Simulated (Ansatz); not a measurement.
Ionic part of the dielectric constant of ZrO2 at 25 GPa, mode by mode

Theory: Ansatz 0.2.0, DFT PBE, scalar-relativistic, plane waves, PAW. Settings: 420 eV plane-wave cutoff, Γ-centred 8×8×8 mesh, fixed occupations. No spin polarisation. Phonons by linear response, acoustic sum rule imposed.

It takes space group Fm-3m (No. 225, cubic). The conventional cell has a = 4.968 Å, b = 4.968 Å, c = 4.968 Å, α = 90.00°, β = 90.00°, γ = 90.00°. Zr (site symmetry m-3m) has 8 O at 2.15 Å as nearest neighbours. O (site symmetry -43m) has 4 Zr at 2.15 Å as nearest neighbours.

Other phases may be more stable at this pressure.

The primitive cell has V = 30.66 Å³ and ε∞,yy = 5.716. Each polar mode adds Δε = (4.92064×10⁷/V)·S/ν² along y, with S its oscillator strength in e²/amu, ν in cm⁻¹ and V in Å³.

Question: From these modes, find each Δε and ε0,yy.
```
ν (cm⁻¹) S_yy (e²/amu)
   315.1          1.404
```

Answer:
```
ν (cm⁻¹)     Δε
   315.1  22.70
```

The sum is 22.702, so ε0,yy = 28.42; the run's tensor has 28.42.

Question: Where do the longitudinal modes lie for a wave vector along y?

Answer: At 702 cm⁻¹. The Lyddane–Sachs–Teller product Π(ν_LO/ν_TO)² = 4.97 matches ε0/ε∞ = 4.97.

This fluorite-type form isn't the usual stable structure of the compound at low pressure.

Cost: 1 run of about 0.43 core-minutes, on Intel Xeon Platinum 8259CL (Skylake/Cascade Lake) (shared hosts).